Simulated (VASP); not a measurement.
Runs of VASP 6.6.1 on Hg. Symmetry: I4/mmm, No. 139, tetragonal system. The conventional cell has a = 3.753 Å, b = 3.753 Å, c = 3.834 Å, α = 90.00°, β = 90.00°, γ = 90.00°. Hg (site symmetry 4/mmm) is surrounded by 12 Hg at 3.27 to 3.75 Å. 

```csv
level,potentials or basis,spin,cell,k mesh,smearing,mesh quality,gap on the mesh (eV),pressure (GPa),moment (μB)
PBE,"VASP PAW PBE potentials, release 64 (Hg)",off,as given,7 × 7 × 7,fermi-dirac 0.04 eV,not flagged,none,0.8,-
LDA,"VASP PAW LDA potentials, release 64 (Hg)","collinear, typed start",volume scaled by 0.98,10 × 10 × 10,gaussian 0.15 eV,not flagged,none,(b),0.00
LDA,"VASP PAW LDA potentials, release 64 (Hg)","collinear, typed start",volume scaled by 1.02,10 × 10 × 10,gaussian 0.15 eV,not flagged,none,-4.4,0.00
PBE,"VASP PAW PBE potentials, release 64 (Hg)",off,as given,4 × 4 × 4,fermi-dirac 0.03 eV,coarse,none,(a),-
PBE,"VASP PAW PBE potentials, release 64 (Hg)",off,volume scaled by 1.02,10 × 10 × 10,fermi-dirac 0.05 eV,not flagged,none,1.2,-
PBE,"VASP PAW PBE potentials, release 64 (Hg)",off,as given,10 × 10 × 10,fermi-dirac 0.05 eV,not flagged,none,1.6,-
```

Alike in all rows: task single point; cutoff (eV) 520.

Q: Estimate the missing entries.

A: (a) -0.5; (b) -4.0.

Caveats: some runs use coarse meshes.

A k mesh can miss the band edges, and the runs leave out spin-orbit coupling on Hg.

A gap of «none» marks a metal or a gap under the smearing width.
